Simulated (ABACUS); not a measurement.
Here is an ABACUS 3.10.1 calculation.

run_abacus.py

```python
"""ABACUS run from a structure file: ASE reads it, the script writes STRU, KPT and INPUT."""
import re
import subprocess
import spglib
from ase import Atoms
from ase.io import read
from ase.units import Bohr

atoms = read("YN.cif")
cell, frac, numbers = spglib.standardize_cell((atoms.cell[:], atoms.get_scaled_positions(), atoms.numbers), to_primitive=True, symprec=1e-4)
atoms = Atoms(numbers=numbers, cell=cell, scaled_positions=frac, pbc=True)  # the primitive cell
atoms = atoms[(-atoms.numbers).argsort(kind="stable")]  # ABACUS lists atoms element by element
pseudo = {'Y': 'Y.upf', 'N': 'N.upf'}
orbital = {}
magmoms = None
kmesh = [7, 7, 7]
params = {
    'suffix': 'YN',
    'calculation': 'scf',
    'basis_type': 'pw',
    'pseudo_dir': './',
    'symmetry': 1,
    'dft_functional': 'pz',
    'ecutwfc': 84,
    'pseudo_rcut': 7,
    'nspin': 1,
    'nbands': 18,
    'ks_solver': 'dav',
    'smearing_method': 'fd',
    'smearing_sigma': 0.00367493,
    'scf_thr': 1e-08,
    'scf_nmax': 100,
    'mixing_type': 'broyden',
    'mixing_beta': 0.7,
    'cal_force': 1,
    'cal_stress': 1,
    'out_chg': 1,
    'kpar': 4,
}

symbols = atoms.get_chemical_symbols()
elements = list(dict.fromkeys(symbols))
lines = ["ATOMIC_SPECIES"] + [f"{e} {atoms.get_masses()[symbols.index(e)]:.4f} {pseudo[e]}" for e in elements]
if orbital:
    lines += ["", "NUMERICAL_ORBITAL"] + [orbital[e] for e in elements]
lines += ["", "LATTICE_CONSTANT", f"{1 / Bohr:.10f}", "", "LATTICE_VECTORS"]
lines += [" ".join(f"{x:.10f}" for x in v) for v in atoms.cell]
lines += ["", "ATOMIC_POSITIONS", "Direct"]
for e in elements:
    lines += ["", e, "0.0", str(symbols.count(e))]
    for i, p in enumerate(atoms.get_scaled_positions(wrap=False)):
        if symbols[i] == e:
            mag = "" if magmoms is None else " mag " + " ".join(str(x) for x in (magmoms[i] if isinstance(magmoms[i], list) else [magmoms[i]]))
            lines.append(" ".join(f"{x:.10f}" for x in p) + " 1 1 1" + mag)
open("STRU", "w").write("\n".join(lines) + "\n")
open("KPT", "w").write("K_POINTS\n0\nGamma\n%d %d %d 0 0 0\n" % tuple(kmesh))
open("INPUT", "w").write("INPUT_PARAMETERS\n" + "".join(f"{k:<20s}{v}\n" for k, v in params.items()))

done = subprocess.run(['mpirun', '-np', '4', 'abacus'])
if done.returncode:
    raise SystemExit(done.returncode)
log = open("OUT.YN/running_scf.log").read()
print("final energy (eV):", re.findall(r"FINAL_ETOT_IS (\S+)", log))
```

YN.cif

```cif
data_YN
_cell_length_a 4.87700000
_cell_length_b 4.87700000
_cell_length_c 4.87700000
_cell_angle_alpha 90.00000000
_cell_angle_beta 90.00000000
_cell_angle_gamma 90.00000000
_space_group_name_H-M_alt 'Fm-3m'
_space_group_name_Hall '-F 4 2 3'
_space_group_IT_number 225
loop_
_space_group_symop_operation_xyz
'x,y,z'
'-x,-y,-z'
'-y,x,z'
'y,-x,-z'
'-x,-y,z'
'x,y,-z'
'y,-x,z'
'-y,x,-z'
'x,-y,-z'
'-x,y,z'
'-y,-x,-z'
'y,x,z'
'-x,y,-z'
'x,-y,z'
'y,x,-z'
'-y,-x,z'
'z,x,y'
'-z,-x,-y'
'z,-y,x'
'-z,y,-x'
'z,-x,-y'
'-z,x,y'
'z,y,-x'
'-z,-y,x'
'-z,x,-y'
'z,-x,y'
'-z,-y,-x'
'z,y,x'
'-z,-x,y'
'z,x,-y'
'-z,y,x'
'z,-y,-x'
'y,z,x'
'-y,-z,-x'
'x,z,-y'
'-x,-z,y'
'-y,z,-x'
'y,-z,x'
'-x,z,y'
'x,-z,-y'
'-y,-z,x'
'y,z,-x'
'-x,-z,-y'
'x,z,y'
'y,-z,-x'
'-y,z,x'
'x,-z,y'
'-x,z,-y'
'x,y+1/2,z+1/2'
'-x,-y+1/2,-z+1/2'
'-y,x+1/2,z+1/2'
'y,-x+1/2,-z+1/2'
'-x,-y+1/2,z+1/2'
'x,y+1/2,-z+1/2'
'y,-x+1/2,z+1/2'
'-y,x+1/2,-z+1/2'
'x,-y+1/2,-z+1/2'
'-x,y+1/2,z+1/2'
'-y,-x+1/2,-z+1/2'
'y,x+1/2,z+1/2'
'-x,y+1/2,-z+1/2'
[... 41 lines left out ...]
'y+1/2,-x,z+1/2'
'-y+1/2,x,-z+1/2'
'x+1/2,-y,-z+1/2'
'-x+1/2,y,z+1/2'
'-y+1/2,-x,-z+1/2'
'y+1/2,x,z+1/2'
'-x+1/2,y,-z+1/2'
'x+1/2,-y,z+1/2'
'y+1/2,x,-z+1/2'
'-y+1/2,-x,z+1/2'
'z+1/2,x,y+1/2'
'-z+1/2,-x,-y+1/2'
'z+1/2,-y,x+1/2'
'-z+1/2,y,-x+1/2'
'z+1/2,-x,-y+1/2'
'-z+1/2,x,y+1/2'
'z+1/2,y,-x+1/2'
'-z+1/2,-y,x+1/2'
'-z+1/2,x,-y+1/2'
'z+1/2,-x,y+1/2'
'-z+1/2,-y,-x+1/2'
'z+1/2,y,x+1/2'
'-z+1/2,-x,y+1/2'
'z+1/2,x,-y+1/2'
'-z+1/2,y,x+1/2'
'z+1/2,-y,-x+1/2'
'y+1/2,z,x+1/2'
'-y+1/2,-z,-x+1/2'
'x+1/2,z,-y+1/2'
'-x+1/2,-z,y+1/2'
'-y+1/2,z,-x+1/2'
'y+1/2,-z,x+1/2'
'-x+1/2,z,y+1/2'
'x+1/2,-z,-y+1/2'
'-y+1/2,-z,x+1/2'
'y+1/2,z,-x+1/2'
'-x+1/2,-z,-y+1/2'
'x+1/2,z,y+1/2'
'y+1/2,-z,-x+1/2'
'-y+1/2,z,x+1/2'
'x+1/2,-z,y+1/2'
'-x+1/2,z,-y+1/2'
'x+1/2,y+1/2,z'
'-x+1/2,-y+1/2,-z'
'-y+1/2,x+1/2,z'
'y+1/2,-x+1/2,-z'
'-x+1/2,-y+1/2,z'
'x+1/2,y+1/2,-z'
'y+1/2,-x+1/2,z'
'-y+1/2,x+1/2,-z'
'x+1/2,-y+1/2,-z'
'-x+1/2,y+1/2,z'
'-y+1/2,-x+1/2,-z'
'y+1/2,x+1/2,z'
'-x+1/2,y+1/2,-z'
'x+1/2,-y+1/2,z'
'y+1/2,x+1/2,-z'
'-y+1/2,-x+1/2,z'
'z+1/2,x+1/2,y'
'-z+1/2,-x+1/2,-y'
'z+1/2,-y+1/2,x'
'-z+1/2,y+1/2,-x'
'z+1/2,-x+1/2,-y'
'-z+1/2,x+1/2,y'
'z+1/2,y+1/2,-x'
'-z+1/2,-y+1/2,x'
'-z+1/2,x+1/2,-y'
'z+1/2,-x+1/2,y'
'-z+1/2,-y+1/2,-x'
'z+1/2,y+1/2,x'
'-z+1/2,-x+1/2,y'
'z+1/2,x+1/2,-y'
'-z+1/2,y+1/2,x'
'z+1/2,-y+1/2,-x'
'y+1/2,z+1/2,x'
'-y+1/2,-z+1/2,-x'
'x+1/2,z+1/2,-y'
'-x+1/2,-z+1/2,y'
'-y+1/2,z+1/2,-x'
'y+1/2,-z+1/2,x'
'-x+1/2,z+1/2,y'
'x+1/2,-z+1/2,-y'
'-y+1/2,-z+1/2,x'
'y+1/2,z+1/2,-x'
'-x+1/2,-z+1/2,-y'
'x+1/2,z+1/2,y'
'y+1/2,-z+1/2,-x'
'-y+1/2,z+1/2,x'
'x+1/2,-z+1/2,y'
'-x+1/2,z+1/2,-y'
loop_
_atom_site_label
_atom_site_type_symbol
_atom_site_symmetry_multiplicity
_atom_site_Wyckoff_symbol
_atom_site_fract_x
_atom_site_fract_y
_atom_site_fract_z
_atom_site_occupancy
Y1 Y 4 a 0.0000000000 0.0000000000 0.0000000000 1
N1 N 4 b 0.5000000000 0.0000000000 0.0000000000 1
```

Potentials or basis: PseudoDojo NC SR 0.4.1 LDA standard, plane waves.

Run with:

```console
$ OMP_NUM_THREADS=1 python run_abacus.py > log
```

Q: What does it give for the band gap on the k mesh?

A: 0.18 eV, indirect (least direct gap 0.60 eV).

Q: What does it give for the pressure?

A: -5.8 GPa.

Caveat: an odd mesh through Γ misses points on the zone boundary, where band edges often lie.
